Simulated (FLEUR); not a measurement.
Crystal: GaAs.

```
CELL_PARAMETERS angstrom
0.00000 2.82685 2.82685
2.82685 0.00000 2.82685
2.82685 2.82685 0.00000
ATOMIC_POSITIONS crystal
As 0.75000 0.75000 0.75000
Ga 0.00000 0.00000 0.00000
```

Base run:

- Program: FLEUR MaX-R8.1 (later development tree)
- Functional: SCAN
- Potentials or basis: all-electron
- Basis: FLAPW
- Kmax: 4.58 1/bohr
- k mesh: 8 × 8 × 8
- Occupations: fermi-dirac, width 0.05 eV
- Spin: no spin polarisation

Its results: band gap on the k mesh 0.78 eV, direct.

Q: The run is repeated on the same cell with these changes: functional from SCAN to BLYP. What comes out?

A: Band gap on the k mesh 0.35 eV, direct.

SCAN gives the wider gap, since meta-GGAs in the generalised Kohn-Sham scheme recover part of the derivative discontinuity.

Caveats: the meta-GGA is that of a development version, with a GGA for the radial functions and cores and without core tails (some runs).

Not every run made on this cell is shown here.
